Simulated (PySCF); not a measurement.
**Löwdin shares of the frontier orbitals**

Ethylene glycol, C2H6O2.
Geometry (PBE0-D3(BJ)/def2-TZVP, Å), atoms numbered from 1 in this order:
```
atom  x, y, z in Å
O1     1.2995   -0.6195    0.3400
C2     0.5414    0.4871   -0.1201
C3    -0.8402   -0.0320   -0.4267
O4    -1.4592   -0.5623    0.7194
H5     2.1049   -0.3006    0.7511
H6     0.4737    1.2626    0.6530
H7     0.9860    0.9261   -1.0234
H8    -1.4693    0.7846   -0.7888
H9    -0.7701   -0.7857   -1.2240
H10   -0.8273   -1.1774    1.1060
```

Theory: PySCF, TDDFT CAM-B3LYP/aug-cc-pVTZ, vertical, gas phase, core orbitals frozen in the response. The structure is a single PBE0-D3(BJ)/def2-TZVP conformer in the gas phase; no vibrational or solvent corrections.

Kohn–Sham orbitals with the atoms that hold most of them (Löwdin shares over 4%, at most four atoms; ? is withheld):

```
orbital  ε (eV)                            atoms
 HOMO-3  -11.80    O1 45%, C2 17%, O4 12%, C3 7%
 HOMO-2  -10.98    O4 43%, C3 23%, C2 10%, O1 7%
 HOMO-1   -9.88                                ?
   HOMO       ?                                ?
   LUMO    0.09    H5 43%, H6 16%, H7 15%, C2 7%
 LUMO+1    0.54   H8 24%, H7 20%, C2 17%, H5 13%
 LUMO+2    0.72  H9 32%, C2 18%, H6 17%, H10 14%
```

Question: Which atoms hold the HOMO-1, and with what shares?

Answer: O1 (bonded to C and H) 55%; C2 (bonded to C, O and 2 H) 21%; H5 (bonded to O) 6%; H7 (bonded to C) 6%. By element: oxygen 55% or more, carbon 21% or more, hydrogen 12% or more.

Question: Which atoms hold the HOMO, and with what shares?

Answer: O4 (bonded to C and H) 56%; C3 (bonded to C, O and 2 H) 18%; C2 (bonded to C, O and 2 H) 7%; H10 (bonded to O) 7%. By element: oxygen 56% or more, carbon 25%, hydrogen 7% or more.

Question: What is the HOMO energy, and the HOMO–LUMO gap?

Answer: ε(HOMO) = -9.34 eV; the gap is 9.43 eV (0.3466 hartree).

Question: How does S1 compare with the orbital gap of 9.43 eV?

Answer: S1 is at 6.75 eV (f = 0.0024), 2.69 eV below the gap, made of HOMO-1→LUMO (66%), HOMO→LUMO (12%). Its leading pair isn't HOMO and LUMO; the energies of that pair differ by 9.97 eV. Without the coupling terms of the response equations the lowest excitation would equal the gap.

Next come S2 at 6.90 eV (f 0.011), HOMO→LUMO (46%), HOMO→LUMO+3 (14%), HOMO-1→LUMO (12%); S3 at 7.48 eV (f 0.012), HOMO→LUMO+1 (69%), HOMO→LUMO (8%); S4 at 7.59 eV (f 0.012), HOMO→LUMO+2 (45%), HOMO→LUMO (20%), HOMO→LUMO+1 (14%); S5 at 7.88 eV (f 0.022), HOMO→LUMO+3 (49%), HOMO→LUMO+2 (23%).

The run took 39 s wall on one thread, Arm Neoverse V2 (aarch64), no GPU, shared host with 96 logical CPUs at a one-minute load of 23, and the process peaked at 1.2 GiB of memory.
